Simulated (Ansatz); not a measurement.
ZnS from a semilocal functional to hybrids

```yaml
crystal:
  lattice:
    - [3.80685, 0.00000, 0.00000]
    - [-1.90343, 3.29683, 0.00000]
    - [0.00000, 0.00000, 6.24759]
  atoms:
    - { symbol: Zn, position: [0.33333, 0.66667, 0.00540] }
    - { symbol: Zn, position: [0.66667, 0.33333, 0.50540] }
    - { symbol: S, position: [0.33333, 0.66667, 0.37960] }
    - { symbol: S, position: [0.66667, 0.33333, 0.87960] }
```

All runs: Ansatz, plane waves and PAW, scalar-relativistic (no spin–orbit coupling), 4×4×2 k-mesh, Gaussian smearing of 0.05 eV, no spin polarisation. Semilocal reference PBE: gap 2.20 eV, pressure 2.3 GPa. The hybrids carry no U.

Question: What gap and pressure does PBE0 give at this geometry?

Answer: Gap 4.14 eV, pressure 1.4 GPa.

Question: And the other functionals?

Answer: 
```json
{"functional": "HSE06-type hybrid with a screening parameter of 0.4 Å⁻¹", "gap": "3.06 eV", "pressure (GPa)": "2.0", "cutoff (eV)": "420", "core-seconds": "35"}
{"functional": "HSE06", "gap": "3.45 eV", "pressure (GPa)": "1.6", "cutoff (eV)": "420", "core-seconds": "34"}
{"functional": "PBE0-type hybrid with an exact-exchange fraction taken as 1/ε∞", "gap": "3.52 eV", "pressure (GPa)": "1.6", "cutoff (eV)": "420", "core-seconds": "190"}
{"functional": "B3LYP", "gap": "3.73 eV", "pressure (GPa)": "4.6", "cutoff (eV)": "420", "core-seconds": "34"}
{"functional": "PBE0-type hybrid with an exact-exchange fraction of 0.2", "gap": "3.75 eV", "pressure (GPa)": "1.5", "cutoff (eV)": "420", "core-seconds": "33"}
{"functional": "HSE06-type hybrid with a screening parameter of 0.1 Å⁻¹", "gap": "3.78 eV", "pressure (GPa)": "1.5", "cutoff (eV)": "420", "core-seconds": "36"}
{"functional": "PBE0", "gap": "4.14 eV", "pressure (GPa)": "1.4", "cutoff (eV)": "420", "core-seconds": "33"}
```

In the PBE0 form the gap grows almost linearly with the exact-exchange fraction, by 0.77 eV for each tenth. HSE06 has the same quarter of exact exchange as PBE0 but screens its long-range part, and its gap is 0.69 eV narrower. The dielectric-dependent PBE0 form takes the fraction 0.171 = 1/ε∞, that is ε∞ = 5.9. On shared hosts the hybrid runs at the reference's cutoff took roughly 11 to 65 times the core time of the semilocal one on the same mesh, with some more bands. Measured gap: 3.58 eV (direct; 300 K; a printed reference work (monograph)); 3.91 eV (0 K; a printed reference work (data compilation)).

Caveats: core times come from shared hosts and scatter; gaps are read on a coarse mesh; stress loosely converged.

The gap follows how much exact exchange acts and how far it reaches. Exact exchange lowers the occupied S 3p-derived valence states relative to the empty, largely Zn 4s-derived conduction states. It also binds the Zn 3d shell more deeply, which weakens the p–d repulsion that pushes the valence-band top upward. Screening removes part of this opening, so the gap shrinks as the screening parameter grows.

B3LYP separates gap from pressure: its gap nearly matches that of PBE0 with a fraction of 0.2, yet its pressure is 4.6 GPa against 1.5 GPa. This points to its different semilocal part, which tends to favour larger volumes.

For a static lattice the 0 K gap is the fairer reference, and HSE06 falls below it while PBE0 lies above. The dielectric-dependent hybrid's closeness to the 300 K value is therefore probably partly fortuitous. Its ε∞ of 5.9 exceeds the accepted value for ZnS, probably because it was derived from too small a gap, and this keeps the exchange fraction low.
